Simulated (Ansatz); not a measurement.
Set up this calculation in Ansatz 0.2.0, as the native input.

| Quantity | Value |
| --- | --- |
| Task | single point |
| Functional | HSE06 form with a typed share of exact exchange |
| Potentials or basis | Ansatz PAW |
| Cutoff | 420 eV (not typed: the program's choice for these potentials) |
| k mesh | 4 × 4 × 4 |
| Occupations | fermi-dirac, width 0.05 eV |
| Spin | no spin polarisation |
| Screening (1/Å) | 0.3 |
| Share of exact exchange | 0.25 |

InP:

```xyz
2
Lattice="0.0000 2.7688 2.7688 2.7688 0.0000 2.7688 2.7688 2.7688 0.0000" Properties=species:S:1:pos:R:3 pbc="T T T"
In    0.0000    0.0000    0.0000
P     2.7688    2.7688    2.7688
```

Measurements of this composition are mostly on another form, of space group No. 216.

These files were run (other wordings do the same):

input.yaml

```yaml
crystal:
  lattice:
    - [0.0, 2.768834, 2.768834]
    - [2.768834, 0.0, 2.768834]
    - [2.768834, 2.768834, 0.0]
  atoms:
    - { symbol: In, position: [0.0, 0.0, 0.0] }
    - { symbol: P, position: [0.5, 0.5, 0.5] }
hamiltonian:
  xc: { exchange: pbe, correlation: pbe, exx: { coeff: 0.25, omega: 0.3 } }
  pseudopotentials: { kind: paw }
kpoints:
  mp_grid: { grid: [4, 4, 4] }
scf:
  occupations: { method: fermi_dirac, width: 0.05 }
output:
  forces: true
  stress: true
  eigenvalues: true
```

Potentials or basis: Ansatz PAW.

Run with:

```console
$ ansatz run input.yaml --threads 2 --pin off --max-ram 5632MiB --backend cpu --events-out ev --progress --plain --runs-dir out
```

It gave:

* Pressure: -2.1 GPa
* Band gap on the k mesh: none (metal or under the smearing width)

Caveat: the k mesh is coarse (spacing up to 0.49 Å⁻¹), so the values aren't converged, least of all with exact exchange; the PAW data sets come from PBE, with cores solved anew for the run's functional, which leaves a small shift of forces and pressure; the thresholds are loose for stress.

Wall time 7 s on 2 threads of Arm Neoverse V2, with other jobs on the host, peak memory 0.61 GiB.
